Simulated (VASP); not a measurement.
# Si (Fd-3m) in VASP: further runs

One crystal, Si, is run at these levels: AM05; tasks: relaxation of cell and atoms.

Everything below comes from runs of VASP 6.6.1. Logs are shortened: lines on timing, memory, paths and dates and some standing lists are left out, and cuts for length are marked.

## 1. The structure

Symmetry: Fd-3m, No. 227, cubic system. The conventional cell has a = 5.427 Å, b = 5.427 Å, c = 5.427 Å, α = 90.00°, β = 90.00°, γ = 90.00°. Si (site symmetry -43m) has 4 Si at 2.35 Å as nearest neighbours.

## 2. Relaxation of cell and atoms, AM05

The input, INCAR:

```
SYSTEM = Si
PREC     = Accurate       ! precision mode
ENCUT    = 600            ! plane-wave cutoff, eV
EDIFF    = 1E-6           ! SCF threshold, eV
ISMEAR   = 0              ! smearing method
SIGMA    = 0.03           ! smearing width, eV
LREAL    = .FALSE.        ! projectors in reciprocal space
LASPH    = .TRUE.         ! aspherical terms in the spheres
NELM     = 80             ! most SCF steps
ALGO     = Normal         ! electronic algorithm
ISIF     = 3              ! what is computed and relaxed
LWAVE    = .FALSE.        ! write WAVECAR
LCHARG   = .FALSE.        ! write CHGCAR
GGA      = AM             ! functional
IBRION   = 2              ! ionic algorithm
NSW      = 90             ! ionic steps
EDIFFG   = -0.01          ! ionic threshold
```

The input, KPOINTS:

```
regular mesh
0
G
  10 10 10
  0 0 0
```

The input, POSCAR:

```
Si
1.0
    0.0000000000      2.7135600000      2.7135600000
    2.7135600000      0.0000000000      2.7135600000
    2.7135600000      2.7135600000      0.0000000000
Si
2
Direct
    0.7500000000      0.7500000000      0.7500000000
    0.5000000000      0.5000000000      0.5000000000
```

Potentials or basis: VASP PAW PBE potentials, release 64 (Si).

Run with:

```
> cat potpaw_PBE.64/Si/POTCAR > POTCAR
> mpirun -np 1 vasp_std > vasp.out
```

OUTCAR:

```text
SYSTEM = Si
   PREC = Accurate
   ENCUT = 600
   EDIFF = 1E-6
   ISMEAR = 0
   LREAL = .FALSE.
   LASPH = .TRUE.
   NELM = 80
   ISIF = 3
   GGA = AM
   IBRION = 2
   NSW = 90
   EDIFFG = -0.01

 ion  position               nearest neighbor table
   1  0.750  0.750  0.750-   2 2.35   2 2.35   2 2.35   2 2.35
   2  0.500  0.500  0.500-   1 2.35   1 2.35   1 2.35   1 2.35

  LATTYP: Found a face centered cubic cell.
 ALAT       =     5.4271200000

  Lattice vectors:

 A1 = (   0.0000000000,   2.7135600000,   2.7135600000)
 A2 = (   2.7135600000,   0.0000000000,   2.7135600000)
 A3 = (   2.7135600000,   2.7135600000,   0.0000000000)

Analysis of symmetry for initial positions (statically):
=====================================================================
 Subroutine PRICEL returns:
 Original cell was already a primitive cell.

 Routine SETGRP: Setting up the symmetry group for a
 face centered cubic supercell.

 Subroutine GETGRP returns: Found 48 space group operations
 (whereof 24 operations were pure point group operations)
 out of a pool of 48 trial point group operations.

The static configuration has the point symmetry T_d .
 The point group associated with its full space group is O_h .

Analysis of symmetry for dynamics (positions and initial velocities):
=====================================================================
 Subroutine PRICEL returns:
 Original cell was already a primitive cell.

 Routine SETGRP: Setting up the symmetry group for a
 face centered cubic supercell.

 Subroutine GETGRP returns: Found 48 space group operations
 (whereof 24 operations were pure point group operations)
 out of a pool of 48 trial point group operations.

The dynamic configuration has the point symmetry T_d .
 The point group associated with its full space group is O_h .

 Subroutine INISYM returns: Found 48 space group operations
 (whereof 24 operations are pure point group operations),
 and found     1 'primitive' translations

----------------------------------------------------------------------------------------

                                     Primitive cell

  volume of cell :      39.9621

  direct lattice vectors                    reciprocal lattice vectors
     0.000000000  2.713560000  2.713560000    -0.184259792  0.184259792  0.184259792
     2.713560000  0.000000000  2.713560000     0.184259792 -0.184259792  0.184259792
     2.713560000  2.713560000  0.000000000     0.184259792  0.184259792 -0.184259792

  length of vectors
     3.837553354  3.837553354  3.837553354     0.319147321  0.319147321  0.319147321

  position of ions in fractional coordinates (direct lattice)
     0.750000000  0.750000000  0.750000000
     0.500000000  0.500000000  0.500000000

  ion indices of the primitive-cell ions
   primitive index   ion index
                 1           1
                 2           2

----------------------------------------------------------------------------------------

 KPOINTS: regular mesh

Automatic generation of k-mesh.
 Grid dimensions read from file:
 generate k-points for:   10   10   10

 Generating k-lattice:

  Cartesian coordinates                     Fractional coordinates (reciprocal lattice)
    -0.018425979  0.018425979  0.018425979     0.100000000  0.000000000  0.000000000
     0.018425979 -0.018425979  0.018425979     0.000000000  0.100000000  0.000000000
     0.018425979  0.018425979 -0.018425979     0.000000000  0.000000000  0.100000000

  Length of vectors
     0.031914732  0.031914732  0.031914732

  Shift w.r.t. Gamma in fractional coordinates (k-lattice)
     0.000000000  0.000000000  0.000000000

 Subroutine IBZKPT returns following result:
 ===========================================

 Found     47 irreducible k-points:

 Following reciprocal coordinates:
            Coordinates               Weight
  0.000000  0.000000  0.000000      1.000000
  0.100000  0.000000  0.000000      8.000000
  0.200000  0.000000  0.000000      8.000000
  0.300000  0.000000  0.000000      8.000000
  0.400000  0.000000  0.000000      8.000000
  0.500000  0.000000  0.000000      4.000000
[... 16 lines left out ...]
  0.300000  0.300000  0.000000      6.000000
  0.400000  0.300000  0.000000     24.000000
 [... further k-points ...]
   k-points           NKPTS =     47   k-points in BZ     NKDIM =     47   number of bands    NBANDS=      8
   number of dos      NEDOS =    301   number of ions     NIONS =      2
   total plane-waves  NPLWV =  32768
   dimension x,y,z NGX =    32 NGY =   32 NGZ =   32
   dimension x,y,z NGXF=    64 NGYF=   64 NGZF=   64
   ions per type =               2
   NGX,Y,Z   is equivalent  to a cutoff of  13.86, 13.86, 13.86 a.u.
   NGXF,Y,Z  is equivalent  to a cutoff of  27.73, 27.73, 27.73 a.u.
 SYSTEM =  Si
   PREC   = accura    normal or accurate (medium, high low for compatibility)
   ISTART =      0    job   : 0-new  1-cont  2-samecut
   ICHARG =      2    charge: 1-file 2-atom 10-const
   ISPIN  =      1    spin polarized calculation?
   LNONCOLLINEAR =      F non collinear calculations
   LSORBIT =      F    spin-orbit coupling
   LASPH  =      T    aspherical Exc in radial PAW
   ENCUT  =  600.0 eV  44.10 Ry    6.64 a.u.   7.66  7.66  7.66*2*pi/ulx,y,z
   NELM   =     80;   NELMIN=  2; NELMDL= -5     # of ELM steps
   EDIFF  = 0.1E-05   stopping-criterion for ELM
   LREAL  =      F    real-space projection
   EDIFFG = -.1E-01   stopping-criterion for IOM
   NSW    =     90    number of steps for IOM
   IBRION =      2    ionic relax: 0-MD 1-quasi-New 2-CG
   NFREE  =      1    steps in history (QN), initial steepest desc. (CG)
   ISIF   =      3    stress and relaxation
   ISYM   =      2    0-nonsym 1-usesym 2-fastsym
   POTIM  = 0.5000    time-step for ionic-motion
   TEBEG  =    0.0;   TEEND  =   0.0 temperature during run
   PSTRESS=    0.0 pullay stress
   NELECT =       8.0000    total number of electrons
   NUPDOWN=      -1.0000    fix difference up-down
   EMIN   =  10.00;   EMAX   =-10.00  energy-range for DOS
   EFERMI =   0.00;   METHOD = LEGACY
   ISMEAR =     0;   SIGMA  =   0.03  broadening in eV -4-tet -1-fermi 0-gaus
   EFERMI_NEDOS =   21; number of points for ismear=-14 and -15
   IALGO  =     38    algorithm
   IMIX   =      4    mixing-type and parameters
     AMIX     =   0.40;   BMIX     =  1.00
     AMIX_MAG =   1.60;   BMIX_MAG =  1.00
  volume/ion in A,a.u.               =      19.98       134.84
  Fermi-wavevector in a.u.,A,eV,Ry     =   0.957684  1.809760 12.478691  0.917158
  Thomas-Fermi vector in A             =   2.086724
   LORBIT       =      0    0 simple, 1 ext, 2 COOP (PROOUT), +10 PAW based schemes
   GGA     = AM    functional components
   LHFCALC =     F    Hartree Fock is set to
   AEXX    =    0.0000 exact exchange contribution
   IVDW    =     0    specifies the selected vdW correction
   LEPSILON=     F    determine dielectric tensor
   LRPA    =     F    only Hartree local field effects (RPA)
 conjugate gradient relaxation of ions
 non-spin polarized calculation
 Gauss-broadening in eV      SIGMA  =   0.03
  energy-cutoff  :      600.00
  volume of cell :       39.96
 maximum number of plane-waves:      1363
   NGX = 15   NGY = 15   NGZ = 15

--------------------------------------- Ionic step        1  -------------------------------------------

 number of electron       7.9999999 magnetization

 Free energy of the ion-electron system (eV)
  ---------------------------------------------------
  ext. energy  EPLUGINS =         0.00000000
  ---------------------------------------------------
  free energy    TOTEN  =       -11.19904057 eV

  energy without entropy =      -11.19904057  energy(sigma->0) =      -11.19904057

------------------------ aborting loop because EDIFF is reached ----------------------------------------

  FORCE on cell =-STRESS in cart. coord.  units (eV):
  Direction    XX          YY          ZZ          XY          YZ          ZX
  --------------------------------------------------------------------------------------
  -------------------------------------------------------------------------------------
  Total        0.1274365      0.1274365      0.1274365      0.0000000      0.0000000     -0.0000000
  in kB        5.1092397      5.1092397      5.1092397      0.0000000      0.0000000     -0.0000000
  external PRESSURE =       5.1092397 kB  Pullay stress =       0.0000000 kB
[... 57 lines left out ...]
  energy  without entropy=      -11.1992137230  energy(sigma->0) =      -11.19921372

--------------------------------------- Ionic step        3  -------------------------------------------

 number of electron       7.9999999 magnetization

 Free energy of the ion-electron system (eV)
  ---------------------------------------------------
  ext. energy  EPLUGINS =         0.00000000
  ---------------------------------------------------
  free energy    TOTEN  =       -11.19938092 eV

  energy without entropy =      -11.19938092  energy(sigma->0) =      -11.19938092

 E-fermi :   5.9648     XC(G=0):  -9.4595

 val. band max:        5.7978120374   @ k =   0.0000   0.0000   0.0000
 cond. band min:       6.3112309361   @ k =   0.4000   0.4000   0.0000
 fundamental gap:      0.5134188987
 Fermi energy:         5.9648352890

 k-point     1 :       0.0000    0.0000    0.0000
  band No.  band energies     occupation
      1      -6.1505      2.00000
      2       5.7978      2.00000
      3       5.7978      2.00000
      4       5.7978      2.00000
      5       8.2932      0.00000
      6       8.2932      0.00000
      7       8.2932      0.00000
      8       9.1392      0.00000
[... 243 lines left out ...]
 k-point    24 :       0.4000    0.3000    0.0000
  band No.  band energies     occupation
      1      -3.9892      2.00000
      2       0.3861      2.00000
      3       2.9182      2.00000
      4       3.3451      2.00000
      5       6.7824      0.00000
      6       7.9715      0.00000
      7      12.6985      0.00000
      8      12.8072      0.00000

 [... further k-points ...]
[... 5 lines left out ...]
  --------------------------------------------------------------------------------------
  -------------------------------------------------------------------------------------
  Total        0.0008414      0.0008414      0.0008414      0.0000000     -0.0000000     -0.0000000
  in kB        0.0335514      0.0335514      0.0335514      0.0000000     -0.0000000     -0.0000000
  external PRESSURE =       0.0335514 kB  Pullay stress =       0.0000000 kB
[... 17 lines left out ...]
  FREE ENERGIE OF THE ION-ELECTRON SYSTEM (eV)
  ---------------------------------------------------
  free  energy   TOTEN  =       -11.1993809173 eV

  energy  without entropy=      -11.1993809173  energy(sigma->0) =      -11.19938092

 reached required accuracy - stopping structural energy minimisation
```

Run time: 20 s. Hardware: 1 thread of Intel Xeon Platinum 8488C (Sapphire Rapids), shared host; peak memory 0.17 GiB.

Results:

```
Free energy                            : -11.1994 eV
Relaxed volume                         : 20.09 Å³/atom
Relaxed cell                           : a = 3.844 Å, b = 3.844 Å, c = 3.844 Å, α = 60.00°, β = 60.00°, γ = 60.00°
Space group after relaxing (to 0.05 Å) : Fd-3m (No. 227)
Energy gained by relaxing              : 0.2 meV/atom
Ionic steps                            : 3
Pressure after relaxing                : 0.0 GPa
Band gap on the k mesh                 : 0.51 eV, indirect (least direct gap 2.50 eV)
```

The path:
```tsv
step	energy change (eV)	largest force (eV/Å)	pressure (GPa)	volume (Å³)
1	0.0000	0.0000	0.51	39.96
2	-0.0002	0.0000	-0.35	40.33
3	-0.0003	0.0000	0.00	40.18
```

Final structure:
```
Si
1.0
     0.00000    2.71844    2.71844
     2.71844    0.00000    2.71844
     2.71844    2.71844    0.00000
Si
2
Direct
  0.75000 0.75000 0.75000
  0.50000 0.50000 0.50000
```

Caveat: the PAW data sets were made with another functional, which shifts forces and pressure a little. Zero-point motion and thermal expansion aren't in these numbers.

## 3. Relaxation of cell and atoms, AM05

This run uses another cell than the first one, of 20.09 Å³/atom, 1.005 times its volume.

INCAR, as its differences from that of step 2:

```diff
@@ -3,3 +3,3 @@
 ENCUT    = 600            ! plane-wave cutoff, eV
-EDIFF    = 1E-6           ! SCF threshold, eV
+EDIFF    = 1E-7           ! SCF threshold, eV
 ISMEAR   = 0              ! smearing method
@@ -16,2 +16,2 @@
 NSW      = 90             ! ionic steps
-EDIFFG   = -0.01          ! ionic threshold
+EDIFFG   = -0.005         ! ionic threshold
```

KPOINTS is that of step 2.

The input, POSCAR:

```
Si                                      
1.0
    0.0000000000      2.7184356735      2.7184356735
    2.7184356735      0.0000000000      2.7184356735
    2.7184356735      2.7184356735     -0.0000000000
  Si            
     2
Direct
     0.7500000000000000    0.7500000000000000    0.7500000000000000
     0.5000000000000000    0.5000000000000000    0.5000000000000000
```

Potentials or basis: VASP PAW PBE potentials, release 64 (Si).

Run with:

```
> cat potpaw_PBE.64/Si/POTCAR > POTCAR
> mpirun -np 1 vasp_std > vasp.out
```

Wall time 10 s (1 thread of Intel Xeon Platinum 8488C (Sapphire Rapids), shared host); peak memory 0.16 GiB.

Results (log left out):

| Property | Result |
| --- | --- |
| Free energy | -11.1994 eV |
| Pressure after relaxing | 0.0 GPa |
| Band gap on the k mesh | 0.51 eV, indirect (least direct gap 2.50 eV) |

Final structure:
```xyz
2
Lattice="0.0000 2.7184 2.7184 2.7184 0.0000 2.7184 2.7184 2.7184 0.0000" Properties=species:S:1:pos:R:3 pbc="T T T"
Si    4.0777    4.0777    4.0777
Si    2.7184    2.7184    2.7184
```

Levels at points of the mesh, in eV from the valence-band top:
| k point | band 2 | band 3 | band 4 | band 5 | band 6 | band 7 |
| --- | --- | --- | --- | --- | --- | --- |
| (0.00, 0.00, 0.00) | 0.00 | 0.00 | 0.00 | 2.50 | 2.50 | 2.50 |
| (0.50, 0.00, 0.00) | -6.98 | -1.21 | -1.21 | 1.50 | 3.27 | 3.27 |
| (0.50, 0.50, 0.00) | -7.81 | -2.87 | -2.87 | 0.64 | 0.64 | 10.02 |

Caveat: the relaxation stopped at its first step, so nothing moved; the PAW data sets were made with another functional, which shifts forces and pressure a little. A k mesh can miss the band edges.
